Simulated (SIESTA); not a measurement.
Crystal: TaN.

```
Ta N
1.0
     0.00000    2.21132    2.21132
     2.21132    0.00000    2.21132
     2.21132    2.21132    0.00000
Ta N
1 1
Direct
  0.50000 0.50000 0.50000
  0.00000 0.00000 0.00000
```

The cell comes from a database or a generator and needn't be the stable form of this composition.

- Program: SIESTA 5.4.2
- Task: single point
- Functional: PBEsol
- Potentials or basis: PseudoDojo 0.4 standard (PBEsol files)
- Basis: DZP (energy shift 0.003 Ry; two zetas on semicore shells)
- Grid cutoff: 800 Ry
- Energy shift: 0.003 Ry
- k mesh: 10 × 10 × 10
- Occupations: fermi-dirac, width 0.05 eV
- Spin: no spin polarisation

On this cell: pressure -4.7 GPa; largest force zero by symmetry; band gap on the k mesh none (metal or under the smearing width).

The same run follows on a disturbed copy (atoms moved at random, drawn with an rms of 0.05 Å):

```
Ta N
1.0
     0.00000    2.21132    2.21132
     2.21132    0.00000    2.21132
     2.21132    2.21132    0.00000
Ta N
1 1
Direct
  0.51353 0.48421 0.52898
  0.98710 0.98530 0.01570
```

Question: What changes?

Answer: The energy (extrapolated to zero smearing) moves by +20.0 meV/atom; pressure -2.9 GPa; largest force 0.806 eV/Å; band gap on the k mesh none (metal or under the smearing width).

Forces on the atoms (eV/Å):
```
Ta  -0.205 -0.645 -0.436
N    0.206  0.644  0.439
```

Stress tensor (GPa, compression positive):
```
-4.04 -0.20 -0.11
-0.20 -1.55 -0.32
-0.11 -0.32 -3.11
```

Caveats: short orbitals over semicore shells can move pressures by several GPa; the basis of atomic orbitals isn't converged, which shifts pressures, moduli and gaps.
